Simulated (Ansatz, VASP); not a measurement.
## Cu in VASP and in Ansatz

```
Cu
1.0
     2.56896    0.00000    0.00000
    -1.28448    2.22478    0.00000
     0.00000    0.00000    4.18892
Cu
2
Direct
  0.33333 0.66667 0.75000
  0.66667 0.33333 0.25000
```

Alike in both runs: functional r2SCAN; k mesh 18 × 18 × 10; occupations gaussian, width 0.05 eV; no spin polarisation.

Ansatz relaxed the structure, and its values are those at the end. VASP's run is a single point on that final structure, the one shown.

|  | VASP | Ansatz |
| --- | --- | --- |
| version | VASP 6.6.1 | Ansatz 0.2.0 |
| potentials or method | VASP PAW PBE potentials, release 64 (Cu) | scalar-relativistic, plane waves, PAW |
| plane-wave cutoff (eV) | 520 | 600 |
| valence electrons in the cell | 22 | 38 |

|  | VASP | Ansatz | Ansatz less VASP |
| --- | --- | --- | --- |
| gap on the k mesh at the Fermi level (eV) | none | none | - |
| pressure (GPa) | -5.7 | -6.4 | -0.71 |

A gap of «none» marks a metal or a gap that the smearing closes. The functional is the same, so the differences come from potentials, cutoffs and numerics. The two sets of potentials don't hold the same shells in valence.

Caveats: the PAW data sets were made with another functional, which shifts forces and pressure a little (VASP).
